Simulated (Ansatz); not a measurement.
# TiO2: response to a stretch of c alone

One table from this session's results is given with a row withheld; the runs are named, their logs left out.

Method: DFT PBE+U, scalar-relativistic, plane waves, PAW, in Ansatz 0.2.0.

2 further runs of the same task are left out: 2 set aside as unsound or not needed.

### The starting structure

Symmetry: I4_1/amd, No. 141, tetragonal system. Conventional cell: a = 3.818 Å, b = 3.818 Å, c = 9.775 Å, α = 90.00°, β = 90.00°, γ = 90.00°. Ti (site symmetry -4m2) is surrounded by 6 O at 1.96 to 2.01 Å. O (site symmetry 2mm) has 3 Ti at 1.96 to 2.01 Å as nearest neighbours.

As a file:

```xyz
12
Lattice="3.8180 0.0000 0.0000 0.0000 3.8180 0.0000 0.0000 0.0000 9.7751" Properties=species:S:1:pos:R:3 pbc="T T T"
Ti    0.0000    0.0000    0.0000
Ti    0.0000    1.9090    2.4438
Ti    1.9090    1.9090    4.8876
Ti    1.9090    0.0000    7.3313
O     0.0000    1.9090    4.4506
O     0.0000    0.0000    2.0068
O     0.0000    1.9090    0.4370
O     1.9090    1.9090    2.8807
O     1.9090    0.0000    9.3381
O     1.9090    1.9090    6.8944
O     1.9090    0.0000    5.3245
O     0.0000    0.0000    7.7683
```

It goes back to an entry of the Materials Project.

The unstrained cell comes from an earlier run at this level (12 atoms, E(σ→0) -14541.7058 eV, gap 2.62 eV over the zone).

The first run:

The input, input.yaml:

```yaml
crystal:
  lattice:
    - [3.8180006865, 0.0, 0.0]
    - [0.0, 3.8180006865, 0.0]
    - [0.0, 0.0, 9.6284862111]
  atoms:
    - { symbol: Ti, position: [0.0, 0.0, 0.0] }
    - { symbol: Ti, position: [0.0, 0.5, 0.25] }
    - { symbol: Ti, position: [0.5, 0.5, 0.5] }
    - { symbol: Ti, position: [0.5, 0.0, 0.75] }
    - { symbol: O, position: [0.0, 0.5, 0.4552981748] }
    - { symbol: O, position: [0.0, 0.0, 0.2052981748] }
    - { symbol: O, position: [0.0, 0.5, 0.0447018252] }
    - { symbol: O, position: [0.5, 0.5, 0.2947018252] }
    - { symbol: O, position: [0.5, 0.0, 0.9552981748] }
    - { symbol: O, position: [0.5, 0.5, 0.7052981748] }
    - { symbol: O, position: [0.5, 0.0, 0.5447018252] }
    - { symbol: O, position: [0.0, 0.0, 0.7947018252] }
basis:
  ecutwfc: 420
kpoints:
  mp_grid: { grid: [6, 6, 4] }
hamiltonian:
  xc: pbe
  hubbard: { sites: [{ species: Ti, l: d, u_eff: 4.0 }] }
scf:
  occupations: { method: gaussian, width: 0.02 }
output:
  forces: true
  stress: true
  eigenvalues: true
relax:
  adjacent_minimum: "off"
  f_tol: 0.008
  max_steps: 40
```

The run is started by

```console
ansatz run input.yaml --threads 1 --pin off --max-ram 2560MiB --backend cpu --events-out ev --progress --plain --runs-dir out
```

Steps of the session up to this table: The cell strained by -1.5 %; Seeking the band edges at -1.5 %; The cell strained by +1.5 %; The gap over the whole zone at +1.5 %; Strain -3.0 %; Band edges over the zone at -3.0 %; At +3.0 %; The gap over the whole zone at +3.0 %; The cell strained by -4.5 %; Band edges over the zone at -4.5 %; The cell strained by +4.5 %; Band edges over the zone at +4.5 %.

One table of the session follows, with a row left open; its other results are not shown here.

| strain (%) | ΔE (meV/atom) | c (Å) | gap (eV) |
| --- | --- | --- | --- |
| -4.5 | 15.9 | 9.335 | 2.52 |
| -3.0 | 7.0 | 9.482 | 2.56 |
| -1.5 | ? | ? | ? |
| +0.0 | 0.0 | 9.775 | 2.62 |
| +1.5 | 1.6 | 9.922 | 2.64 |
| +3.0 | 6.6 | 10.068 | 2.66 |
| +4.5 | 14.7 | 10.215 | 2.66 |

**Question.** Estimate the row for strain (%) = -1.5.

Worked estimate for «ΔE (meV/atom)». A straight line through the neighbours (-3.0, 7.0) and (0.0, 0.0) gives 7.0 + (0.0 − 7.0) × (-1.5 + 3.0) / (0.0 + 3.0) = 3.5; a parabola fitted to 4 rows on both sides gives 1.8.

As computed: ΔE (meV/atom): 1.8; c (Å): 9.628; gap (eV): 2.59. In «ΔE (meV/atom)» the line misses by +1.7 and the parabola by 0.0.

ΔE is over the unstrained cell. Stress in GPa, positive in compression, on the Cartesian axes of the input. Gaps are Kohn-Sham gaps over the whole zone.

Limits of these values: The gap runs from 2.52 eV at -4.5 % through 2.62 to 2.66 eV at +4.5 %. Warnings in the runs' records: stress scf threshold loose.
